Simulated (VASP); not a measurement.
# GaN (Fm-3m) in VASP: notebook, part 2 of 2

VASP 6.6.1. The steps go on from the part before.

## (3) Dielectric tensor, PBE

INCAR reads:

```
SYSTEM = GaN
PREC = Accurate
ENCUT = 400
EDIFF = 1E-8
ISMEAR = 0
SIGMA = 0.01
LREAL = Auto
LASPH = .True.
NELM = 100
ALGO = Normal
ISIF = 2
LWAVE = .False.
LCHARG = .False.
GGA = PE
LEPSILON = .True.
```

KPOINTS reads:

```
regular mesh
0
Gamma
  8 8 8
  0 0 0
```

POSCAR reads:

```
GaN
1.0
    0.0000000000      2.1352350000      2.1352350000
    2.1352350000      0.0000000000      2.1352350000
    2.1352350000      2.1352350000      0.0000000000
Ga N
1 1
Direct
    0.0000000000      0.0000000000      0.0000000000
    0.5000000000      0.5000000000      0.5000000000
```

Potentials or basis: VASP PAW PBE potentials, release 64 (Ga_d, N).

Launch:

```console
$ cat potpaw_PBE.64/Ga_d/POTCAR potpaw_PBE.64/N/POTCAR > POTCAR
$ mpirun -np 1 vasp_std > vasp.out
```

OUTCAR:

```text
SYSTEM = GaN
   PREC = Accurate
   ENCUT = 400
   EDIFF = 1E-8
   ISMEAR = 0
   LREAL = Auto
   LASPH = .True.
   NELM = 100
   ISIF = 2
   GGA = PE
   LEPSILON = .True.

 Found     29 irreducible k-points:

 Following reciprocal coordinates:
            Coordinates               Weight
  0.000000  0.000000  0.000000      1.000000
  0.125000  0.000000  0.000000      8.000000
  0.250000  0.000000  0.000000      8.000000
  0.375000  0.000000  0.000000      8.000000
  0.500000  0.000000  0.000000      4.000000
  0.125000  0.125000  0.000000      6.000000
   k-points           NKPTS =     29   k-points in BZ     NKDIM =     29   number of bands    NBANDS=     13
   number of dos      NEDOS =    301   number of ions     NIONS =      2
   total plane-waves  NPLWV =   8000
   dimension x,y,z NGX =    20 NGY =   20 NGZ =   20
   dimension x,y,z NGXF=    40 NGYF=   40 NGZF=   40
   ions per type =               1   1
   NGX,Y,Z   is equivalent  to a cutoff of  11.01, 11.01, 11.01 a.u.
   NGXF,Y,Z  is equivalent  to a cutoff of  22.02, 22.02, 22.02 a.u.
 SYSTEM =  GaN
   PREC   = accura    normal or accurate (medium, high low for compatibility)
   ISTART =      0    job   : 0-new  1-cont  2-samecut
   ICHARG =      2    charge: 1-file 2-atom 10-const
   ISPIN  =      1    spin polarized calculation?
   LNONCOLLINEAR =      F non collinear calculations
   LSORBIT =      F    spin-orbit coupling
   LASPH  =      T    aspherical Exc in radial PAW
   ENCUT  =  400.0 eV  29.40 Ry    5.42 a.u.   4.92  4.92  4.92*2*pi/ulx,y,z
   NELM   =    100;   NELMIN=  2; NELMDL= -5     # of ELM steps
   EDIFF  = 0.1E-07   stopping-criterion for ELM
   LREAL  =      T    real-space projection
   EDIFFG = 0.1E-06   stopping-criterion for IOM
   NSW    =      0    number of steps for IOM
   IBRION =     -1    ionic relax: 0-MD 1-quasi-New 2-CG
   NFREE  =      0    steps in history (QN), initial steepest desc. (CG)
   ISIF   =      2    stress and relaxation
   ISYM   =      2    0-nonsym 1-usesym 2-fastsym
   POTIM  = 0.5000    time-step for ionic-motion
   TEBEG  =    0.0;   TEEND  =   0.0 temperature during run
   PSTRESS=    0.0 pullay stress
   NELECT =      18.0000    total number of electrons
   NUPDOWN=      -1.0000    fix difference up-down
   EMIN   =  10.00;   EMAX   =-10.00  energy-range for DOS
   EFERMI =   0.00;   METHOD = LEGACY
   ISMEAR =     0;   SIGMA  =   0.01  broadening in eV -4-tet -1-fermi 0-gaus
   EFERMI_NEDOS =   21; number of points for ismear=-14 and -15
   IALGO  =     38    algorithm
   IMIX   =      4    mixing-type and parameters
     AMIX     =   0.40;   BMIX     =  1.00
     AMIX_MAG =   1.60;   BMIX_MAG =  1.00
  volume/ion in A,a.u.               =       9.74        65.70
  Fermi-wavevector in a.u.,A,eV,Ry     =   1.594814  3.013761 34.605481  2.543431
  Thomas-Fermi vector in A             =   2.692830
   LORBIT       =      0    0 simple, 1 ext, 2 COOP (PROOUT), +10 PAW based schemes
   GGA     = PE    functional components
   LHFCALC =     F    Hartree Fock is set to
   AEXX    =    0.0000 exact exchange contribution
   IVDW    =     0    specifies the selected vdW correction
   LEPSILON=     T    determine dielectric tensor
   LRPA    =     F    only Hartree local field effects (RPA)
 non-spin polarized calculation
 Gauss-broadening in eV      SIGMA  =   0.01
  energy-cutoff  :      400.00
[... 109 lines left out ...]
     13      20.7576      0.00000

 [... further k-points ...]

  FORCE on cell =-STRESS in cart. coord.  units (eV):
  Direction    XX          YY          ZZ          XY          YZ          ZX
  --------------------------------------------------------------------------------------
  -------------------------------------------------------------------------------------
  Total       -0.4558653     -0.4558653     -0.4558653     -0.0000000      0.0000000     -0.0000000
  in kB      -37.5128533    -37.5128533    -37.5128533     -0.0000000      0.0000000     -0.0000000
  external PRESSURE =     -37.5128533 kB  Pullay stress =       0.0000000 kB

 VOLUME and BASIS-vectors are now :
 -----------------------------------------------------------------------------
  energy-cutoff  :      400.00
  volume of cell :       19.47
      direct lattice vectors                 reciprocal lattice vectors
     0.000000000  2.135235000  2.135235000    -0.234166263  0.234166263  0.234166263
     2.135235000  0.000000000  2.135235000     0.234166263 -0.234166263  0.234166263
     2.135235000  2.135235000  0.000000000     0.234166263  0.234166263 -0.234166263

 POSITION                                       TOTAL-FORCE (eV/Angst)
 -----------------------------------------------------------------------------------
      0.00000      0.00000      0.00000         0.000000      0.000000      0.000000
      2.13524      2.13524      2.13524        -0.000000     -0.000000     -0.000000
 -----------------------------------------------------------------------------------
    total drift:                                0.000000     -0.000000      0.000000

  FREE ENERGIE OF THE ION-ELECTRON SYSTEM (eV)
  ---------------------------------------------------
  free  energy   TOTEN  =       -11.2053284878 eV

  energy  without entropy=      -11.2053284878  energy(sigma->0) =      -11.20532849

 HEAD OF MICROSCOPIC STATIC DIELECTRIC TENSOR (INDEPENDENT PARTICLE, excluding Hartree and local field effects)
 ------------------------------------------------------
           9.090269     0.000000     0.000000
          -0.000000     9.090269     0.000000
           0.000000    -0.000000     9.090269
 ------------------------------------------------------

 Free energy of the ion-electron system (eV)
  ---------------------------------------------------
  ---------------------------------------------------
  free energy    TOTEN  =        -0.45216607 eV

  energy without entropy =       -0.45216607

------------------------ aborting loop because EDIFF is reached ----------------------------------------

--------------------------------------- Ionic step        2  -------------------------------------------

------------------------ aborting loop because EDIFF is reached ----------------------------------------

--------------------------------------- Ionic step        3  -------------------------------------------

 Free energy of the ion-electron system (eV)
  ---------------------------------------------------
  ---------------------------------------------------
  free energy    TOTEN  =        -0.45216588 eV

  energy without entropy =       -0.45216588

------------------------ aborting loop because EDIFF is reached ----------------------------------------

 PIEZOELECTRIC TENSOR FIELD DIRECTION 3  (e Angst)
 -----------------------------------------------------------------------------
     0.00055  0.00000 -0.00000           ( -0.00001  0.00000 -0.00000)
     0.00000  0.00055  0.00000           (  0.00000 -0.00001  0.00000)
    -0.00000  0.00000 -0.00106           ( -0.00000  0.00000 -0.00002)

 PIEZOELECTRIC TENSOR FIELD DIRECTION 3  (C/m^2)
 -----------------------------------------------------------------------------
     0.00045  0.00000 -0.00000
     0.00000  0.00045  0.00000
    -0.00000  0.00000 -0.00087

 MACROSCOPIC STATIC DIELECTRIC TENSOR (including local field effects in DFT)
 ------------------------------------------------------
           8.904586    -0.000000    -0.000000
           0.000000     8.904586     0.000000
          -0.000000     0.000000     8.904586
 ------------------------------------------------------

 PIEZOELECTRIC TENSOR (including local field effects)  for field in x, y, z        (e  Angst)
          XX          YY          ZZ          XY          YZ          ZX
  --------------------------------------------------------------------------------
  x     0.00000     0.00000     0.00000     0.00000     0.00000     0.00000
  y     0.00000     0.00000     0.00000     0.00000     0.00000     0.00000
  z     0.00000     0.00000     0.00000     0.00000     0.00000     0.00000

 PIEZOELECTRIC TENSOR (including local field effects)  for field in x, y, z        (C/m^2)
          XX          YY          ZZ          XY          YZ          ZX
  --------------------------------------------------------------------------------
  x     0.00000     0.00000     0.00000     0.00000     0.00000     0.00000
  y     0.00000     0.00000     0.00000     0.00000     0.00000     0.00000
  z     0.00000     0.00000     0.00000     0.00000     0.00000     0.00000

 BORN EFFECTIVE CHARGES (including local field effects) (in |e|, cummulative output)
 ---------------------------------------------------------------------------------
 ion    1
    1     3.64089     0.00000     0.00000
    2     0.00000     3.64089     0.00000
    3     0.00000    -0.00000     3.64089
 ion    2
    1    -3.64089    -0.00000    -0.00000
    2    -0.00000    -3.64089     0.00000
    3     0.00000     0.00000    -3.64089
```

stdout:

```text
POSCAR found type information on POSCAR GaN
 POSCAR found :  2 types and       2 ions
 scaLAPACK will be used
 -----------------------------------------------------------------------------
|                                                                             |
|                                                                             |
|     You have a (more or less) 'small supercell' and for smaller cells       |
[... 48 lines left out ...]
  Direction:   1
 dielectric tensor                  component  1 :     8.905     3.500     0.800
 Linear response to external field, progress :
  Direction:   2
 dielectric tensor                  component  2 :     3.478     8.905    -0.237
 Linear response to external field, progress :
  Direction:   3
 dielectric tensor                  component  3 :     0.697     2.459     8.905
 Born effective charges drift removed
```

Wall time 99 s (1 thread of Intel Xeon Platinum 8488C (Sapphire Rapids), shared host); peak memory 0.15 GiB.

These settings aren't checked as converged: the numbers below hold their error.

What came out:

* Band gap on the k mesh: 0.41 eV, indirect (least direct gap 2.35 eV)
* Electronic dielectric tensor (diagonal): 8.90
* Born charges (mean of the diagonal): Ga +3.64; N -3.64 e

Caveat: the cutoff is under 1.25 times the usual one of these potentials, so pressure, stress and relaxed cells hold a basis-set (Pulay) error; the gap is small at this level, which inflates the dielectric constant.

## (4) Dielectric tensor, PBE

Edit INCAR of step 3 so:

```diff
@@ -2,3 +2,3 @@
 PREC = Accurate
-ENCUT = 400
+ENCUT = 280
 EDIFF = 1E-8
@@ -6,3 +6,3 @@
 SIGMA = 0.01
-LREAL = Auto
+LREAL = .False.
 LASPH = .True.
```

KPOINTS reads:

```
regular mesh
0
Gamma
  10 10 10
  0 0 0
```

POSCAR is that of step 3.

Potentials or basis: VASP PAW PBE potentials, release 64 (Ga_d, N).

Launch:

```console
$ cat potpaw_PBE.64/Ga_d/POTCAR potpaw_PBE.64/N/POTCAR > POTCAR
$ mpirun -np 1 vasp_std > vasp.out
```

OUTCAR:

```text
SYSTEM = GaN
   PREC = Accurate
   ENCUT = 280
   EDIFF = 1E-8
   ISMEAR = 0
   LREAL = .False.
   LASPH = .True.
   NELM = 100
   ISIF = 2
   GGA = PE
   LEPSILON = .True.

 Found     47 irreducible k-points:

 Following reciprocal coordinates:
            Coordinates               Weight
  0.000000  0.000000  0.000000      1.000000
  0.100000  0.000000  0.000000      8.000000
  0.200000  0.000000  0.000000      8.000000
  0.300000  0.000000  0.000000      8.000000
  0.400000  0.000000  0.000000      8.000000
  0.500000  0.000000  0.000000      4.000000
   k-points           NKPTS =     47   k-points in BZ     NKDIM =     47   number of bands    NBANDS=     13
   number of dos      NEDOS =    301   number of ions     NIONS =      2
   total plane-waves  NPLWV =   4096
   dimension x,y,z NGX =    16 NGY =   16 NGZ =   16
   dimension x,y,z NGXF=    32 NGYF=   32 NGZF=   32
   ions per type =               1   1
   NGX,Y,Z   is equivalent  to a cutoff of   8.81,  8.81,  8.81 a.u.
   NGXF,Y,Z  is equivalent  to a cutoff of  17.62, 17.62, 17.62 a.u.
 SYSTEM =  GaN
   PREC   = accura    normal or accurate (medium, high low for compatibility)
   ISTART =      0    job   : 0-new  1-cont  2-samecut
   ICHARG =      2    charge: 1-file 2-atom 10-const
[... 208 lines left out ...]
  ---------------------------------------------------
  free energy    TOTEN  =        -0.45613734 eV

  energy without entropy =       -0.45613734

------------------------ aborting loop because EDIFF is reached ----------------------------------------

 PIEZOELECTRIC TENSOR FIELD DIRECTION 3  (e Angst)
 -----------------------------------------------------------------------------
     0.00029  0.00000  0.00000           ( -0.00002  0.00000  0.00000)
     0.00000  0.00029 -0.00000           (  0.00000 -0.00002  0.00000)
     0.00000  0.00000 -0.00031           (  0.00000  0.00000 -0.00003)

 PIEZOELECTRIC TENSOR FIELD DIRECTION 3  (C/m^2)
 -----------------------------------------------------------------------------
     0.00024  0.00000  0.00000
     0.00000  0.00024 -0.00000
     0.00000  0.00000 -0.00025

 MACROSCOPIC STATIC DIELECTRIC TENSOR (including local field effects in DFT)
 ------------------------------------------------------
           8.967564     0.000000     0.000000
          -0.000000     8.967564    -0.000000
          -0.000000     0.000000     8.967564
 ------------------------------------------------------

 PIEZOELECTRIC TENSOR (including local field effects)  for field in x, y, z        (e  Angst)
          XX          YY          ZZ          XY          YZ          ZX
  --------------------------------------------------------------------------------
  x     0.00000     0.00000     0.00000     0.00000     0.00000     0.00000
  y     0.00000     0.00000     0.00000     0.00000     0.00000     0.00000
  z     0.00000     0.00000     0.00000     0.00000     0.00000     0.00000

 PIEZOELECTRIC TENSOR (including local field effects)  for field in x, y, z        (C/m^2)
          XX          YY          ZZ          XY          YZ          ZX
  --------------------------------------------------------------------------------
  x     0.00000     0.00000     0.00000     0.00000     0.00000     0.00000
  y     0.00000     0.00000     0.00000     0.00000     0.00000     0.00000
  z     0.00000     0.00000     0.00000     0.00000     0.00000     0.00000

 BORN EFFECTIVE CHARGES (including local field effects) (in |e|, cummulative output)
 ---------------------------------------------------------------------------------
 ion    1
    1     3.60092    -0.00000     0.00000
    2     0.00000     3.60092     0.00000
    3    -0.00000     0.00000     3.60092
 ion    2
    1    -3.60092     0.00000    -0.00000
    2    -0.00000    -3.60092    -0.00000
    3     0.00000    -0.00000    -3.60092
```

stdout:

```text
POSCAR found type information on POSCAR GaN
 POSCAR found :  2 types and       2 ions
 scaLAPACK will be used
 LDA part: xc-table for (Slater+PW92), standard interpolation
 POSCAR, INCAR and KPOINTS ok, starting setup
 FFT: planning ... GRIDC
 FFT: planning ... GRID_SOFT
 FFT: planning ... GRID
 WAVECAR not read
 entering main loop
 Linear response reoptimize wavefunctions to high precision
 Linear response G [H, r] |phi>, progress :
  Direction:   1
 Linear response G [H, r] |phi>, progress :
  Direction:   2
 Linear response G [H, r] |phi>, progress :
  Direction:   3
 Linear response to external field (no local field effect), progress :
  Direction:   1
 dielectric tensor                  component  1 :    10.807     5.143     0.792
 Linear response to external field (no local field effect), progress :
  Direction:   2
 dielectric tensor                  component  2 :     5.143    10.898    -0.424
 Linear response to external field (no local field effect), progress :
  Direction:   3
 dielectric tensor                  component  3 :     0.792    -0.424     5.751
 Linear response to external field, progress :
  Direction:   1
 dielectric tensor                  component  1 :     8.968     3.376     0.919
 Linear response to external field, progress :
  Direction:   2
 dielectric tensor                  component  2 :     3.269     8.968     0.005
 Linear response to external field, progress :
  Direction:   3
 dielectric tensor                  component  3 :     0.749     2.445     8.968
 Born effective charges drift removed
```

It took 34 s on 1 thread of Intel Xeon Platinum 8488C (Sapphire Rapids), shared host; peak memory 0.14 GiB.

The run converged, but a check on its numbers failed (symmetry, net force, bounds or a known fault of this set-up), so they aren't taken as properties of the crystal.

Caveat: the cutoff lies under the usual one of these potentials, so the numbers hold a large basis-set error; the gap is small at this level, which inflates the dielectric constant.
